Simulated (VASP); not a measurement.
# C₄H₁₀: intrinsic reaction coordinate

C₄H₁₀, molecule in box, 14 atoms in the cell. PBE, intrinsic reaction coordinate; PAW potentials C, H (PBE set).

Path: methyl rotation in trans-butane.

## Input

INCAR.step1:
```
SYSTEM = H5C2
ALGO = Normal ; EDIFF = 1E-7
EDIFFG = -0.005 ; ENCUT = 400
IBRION = 2 ; ISIF = 2
ISMEAR = 0 ; ISYM = 0
LASPH = .TRUE. ; LCHARG = .FALSE.
LREAL = .FALSE. ; LWAVE = .FALSE.
NELM = 100 ; NSW = 100
POTIM = 0.5 ; PREC = Normal
SIGMA = 0.01
```

INCAR.step2, as INCAR.step1 but for:
```
- EDIFFG = -0.005
- IBRION = 2
- ISIF = 2
- NSW = 100
- POTIM = 0.5
+ IBRION = 5
+ NFREE = 2
+ NSW = 1
+ POTIM = 0.015
```

INCAR.step3, as INCAR.step2 but for:
```
- EDIFF = 1E-7
- IBRION = 5
- NFREE = 2
- NSW = 1
- POTIM = 0.015
+ EDIFF = 1E-8
+ EDIFFG = -0.003
+ IBRION = 44
+ NSW = 300
```

INCAR.step4:
```
SYSTEM = H5C2
ALGO = Normal ; EDIFF = 1E-6
ENCUT = 400 ; IBRION = 40
IRC_DIRECTION = -1 ; IRC_STOP = 8
IRC_VNORM0 = 0.01 ; ISIF = 2
ISMEAR = 0 ; ISYM = 0
LASPH = .TRUE. ; LCHARG = .FALSE.
LREAL = .FALSE. ; LWAVE = .FALSE.
NELM = 100 ; NSW = 900
PREC = Normal ; SIGMA = 0.01
```

INCAR.step5, as INCAR.step4 but for:
```
- IRC_DIRECTION = -1
+ IRC_DIRECTION = 1
```

KPOINTS:
```
k-points
0
Gamma
  1 1 1
```

POSCAR.step1:
```
H5C2
1.0
   10.0000000000      0.0000000000      0.0000000000
    0.0000000000     11.5000000000      0.0000000000
    0.0000000000      0.0000000000      9.0000000000
C H
4 10
Direct
    0.5701217807      0.6583367826      0.4998743608
    0.5701217807      0.5257673913      0.4998743608
    0.4296055807      0.4742326087      0.4998743608
    0.4296055807      0.3416632174      0.4998743608
    0.6718445807      0.6932469565      0.4998743608
    0.3278827807      0.3067530435      0.4998743608
    0.5186790807      0.6922053913      0.5980536941
    0.5186790807      0.6922053913      0.4016950274
    0.4810482807      0.3077946087      0.5980536941
    0.4810482807      0.3077946087      0.4016950274
    0.6246343807      0.4936817391      0.4023666941
    0.6246343807      0.4936817391      0.5973820274
    0.3750929807      0.5063182609      0.4023666941
    0.3750929807      0.5063182609      0.5973820274
```

POSCAR.step2:
```
H5C2
1.0
   10.0000000000      0.0000000000      0.0000000000
    0.0000000000     11.5000000000      0.0000000000
    0.0000000000      0.0000000000      9.0000000000
C H
4 10
Direct
    0.5700802593      0.6583367826      0.4997944528
    0.5700802593      0.5257673913      0.4997944528
    0.4295640593      0.4742326087      0.4997944528
    0.4295640593      0.3416632174      0.4997944528
    0.6209416593      0.6932469565      0.4019116428
    0.3278412593      0.3067530435      0.4997944528
    0.6208821264      0.6922053913      0.5983848806
    0.4678356922      0.6922053913      0.5002055472
    0.4810067593      0.3077946087      0.5979737861
    0.4810067593      0.3077946087      0.4016151194
    0.6245928593      0.4936817391      0.4022867861
    0.6245928593      0.4936817391      0.5973021194
    0.3750514593      0.5063182609      0.4022867861
    0.3750514593      0.5063182609      0.5973021194
```

POSCAR.step3:
```
H5C2
1.0
   10.0000000000      0.0000000000      0.0000000000
    0.0000000000     11.5000000000      0.0000000000
    0.0000000000      0.0000000000      9.0000000000
C H
4 10
Direct
    0.5700802593      0.6583367826      0.4997944528
    0.5700802593      0.5257673913      0.4997944528
    0.4295640593      0.4742326087      0.4997944528
    0.4295640593      0.3416632174      0.4997944528
    0.6209416593      0.6932469565      0.4019116428
    0.3278412593      0.3067530435      0.4997944528
    0.6208821264      0.6922053913      0.5983848806
    0.4678356922      0.6922053913      0.5002055472
    0.4810067593      0.3077946087      0.5979737861
    0.4810067593      0.3077946087      0.4016151194
    0.6245928593      0.4936817391      0.4022867861
    0.6245928593      0.4936817391      0.5973021194
    0.3750514593      0.5063182609      0.4022867861
    0.3750514593      0.5063182609      0.5973021194

   -0.0015363403     -0.0000029534      0.0120981627
    0.0009040249      0.0000189015     -0.0486241945
    0.0007599007     -0.0000581813      0.0323080365
    0.0002643261     -0.0000366217      0.0066796247
    0.4784495918      0.0343827980      0.3046750607
    0.0000999085      0.0003761861      0.0200347135
   -0.4835530813     -0.0339617550      0.3030826415
   -0.0036058814     -0.0007197490     -0.5336225339
    0.0180630497     -0.0167183628     -0.0113192257
   -0.0178795443      0.0162351319     -0.0113182062
   -0.0907464864      0.0373729168     -0.1212726122
    0.0925744042     -0.0368672574     -0.1211258079
   -0.0382343728      0.0129881055      0.0620462394
    0.0399165058     -0.0128158143      0.0620268694
```

POSCAR.step4:
```
H5C2                                    
   1.00000000000000     
    10.0000000000000000    0.0000000000000000    0.0000000000000000
     0.0000000000000000   11.5000000000000000    0.0000000000000000
     0.0000000000000000    0.0000000000000000    9.0000000000000000
  C               H             
     4    10
Direct
     0.5710984498692619    0.6600599445982531    0.5000679261056088
     0.5700805557994514    0.5258675557218856    0.4998131399398986
     0.4293644582516968    0.4733000787244329    0.4997961669634292
     0.4290498653852775    0.3404528178388220    0.4997753840843228
     0.6218113685298526    0.6959228063508015    0.4018611083393683
     0.3267388780248363    0.3052995337753597    0.4997648244818574
     0.6218208655953533    0.6956754762985943    0.5984160067822101
     0.4686850836556805    0.6952123352388009    0.5001470727810103
     0.4806600105976066    0.3057705896408530    0.5984047499299047
     0.4806685789955750    0.3057797531063741    0.4011470836697351
     0.6247674097023336    0.4926885364138452    0.4021826072642632
     0.6248510649444788    0.4924750690032224    0.5972662064604891
     0.3742509262419687    0.5057600840735723    0.4018982234631623
     0.3742441841191403    0.5057354129155602    0.5977023964745158
 
 -0.15363403E-02 -0.29534000E-05  0.12098163E-01
  0.90402490E-03  0.18901500E-04 -0.48624194E-01
  0.75990070E-03 -0.58181300E-04  0.32308036E-01
  0.26432610E-03 -0.36621700E-04  0.66796247E-02
  0.47844959E+00  0.34382798E-01  0.30467506E+00
  0.99908500E-04  0.37618610E-03  0.20034713E-01
 -0.48355308E+00 -0.33961755E-01  0.30308264E+00
 -0.36058814E-02 -0.71974900E-03 -0.53362253E+00
  0.18063050E-01 -0.16718363E-01 -0.11319226E-01
 -0.17879544E-01  0.16235132E-01 -0.11318206E-01
 -0.90746486E-01  0.37372917E-01 -0.12127261E+00
  0.92574404E-01 -0.36867257E-01 -0.12112581E+00
 -0.38234373E-01  0.12988105E-01  0.62046239E-01
  0.39916506E-01 -0.12815814E-01  0.62026869E-01
```

Commands (each step's output is kept before the next begins):
```
cat potpaw_PBE.64/C/POTCAR potpaw_PBE.64/H/POTCAR > POTCAR
cp INCAR.step1 INCAR
cp POSCAR.step1 POSCAR
mpirun -np 4 vasp_gam > vasp.out
cp INCAR.step2 INCAR
cp POSCAR.step2 POSCAR
mpirun -np 4 vasp_gam > vasp.out
# the block under the positions in POSCAR is the starting axis: the most unstable mode of the Hessian, divided by the root of the mass
cp INCAR.step3 INCAR
cp POSCAR.step3 POSCAR
mpirun -np 4 vasp_gam > vasp.out
# POSCAR is the CONTCAR of the converged dimer run, with its unstable direction
cp INCAR.step4 INCAR
cp POSCAR.step4 POSCAR
mpirun -np 4 vasp_gam > vasp.out
# POSCAR is the CONTCAR of the converged dimer run, with its unstable direction
cp INCAR.step5 INCAR
mpirun -np 4 vasp_gam > vasp.out
```

## Result

- Barrier from the relaxed minimum (eV): 0.118
- Ionic steps, all stages: 742
- Electronic steps, all stages: 5006

Energy along the reaction coordinate:

| Coordinate (Å) | Energy from the saddle (eV) |
|---|---|
| -1.690 | -0.117 |
| -1.480 | -0.113 |
| -1.336 | -0.106 |
| -1.117 | -0.088 |
| -0.978 | -0.074 |
| -0.773 | -0.052 |
| -0.623 | -0.036 |
| -0.422 | -0.017 |
| -0.208 | -0.004 |
| -0.061 | -0.000 |
| 0.078 | -0.001 |
| 0.236 | -0.006 |
| 0.434 | -0.018 |
| 0.659 | -0.040 |
| 0.801 | -0.055 |
| 0.991 | -0.075 |
| 1.144 | -0.091 |
| 1.343 | -0.106 |
| 1.504 | -0.114 |
| 1.692 | -0.117 |

VASP 6.6.1 took 2796 s on 4 cores (Intel Xeon Platinum 8259CL @ 2.50GHz (Skylake/Cascade Lake)), a shared host.
